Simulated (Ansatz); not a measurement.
Input and command of a plane-wave DFT calculation in Ansatz:

```yaml
crystal:
  lattice:
    - [5.1007804187, 0.0, 0.0]
    - [0.0, 5.1007804187, 0.0]
    - [0.0, 0.0, 5.1007804187]
  atoms:
    - { symbol: Ag, position: [0.75, 0.75, 0.75] }
    - { symbol: Ag, position: [0.75, 0.25, 0.25] }
    - { symbol: Ag, position: [0.25, 0.25, 0.75] }
    - { symbol: Ag, position: [0.25, 0.75, 0.25] }
    - { symbol: O, position: [0.0, 0.0, 0.0] }
    - { symbol: O, position: [0.5, 0.5, 0.5] }
basis:
  ecutwfc: 420
kpoints:
  mp_grid: { grid: [8, 8, 8] }
hamiltonian:
  xc: pbe
scf:
  occupations: { method: gaussian, width: 0.1 }
output:
  forces: true
  stress: true
  eigenvalues: true
```

```bash
ansatz run input.yaml --threads 1 --pin off --max-ram 2560MiB --backend cpu --events-out ev --progress --plain --runs-dir out
```

Processor: Arm Neoverse V2, 1 thread, on a host shared with other jobs.

Q: Estimate time, memory and problem size.

A: About 9 s on 1 thread of Arm Neoverse V2, on a shared host, peak memory 0.45 GiB. It solves 53 bands at 35 k points (the mesh reduced by the symmetry that the task leaves, which can be less than the crystal's) with about 2553 plane waves, in 7 SCF iterations.
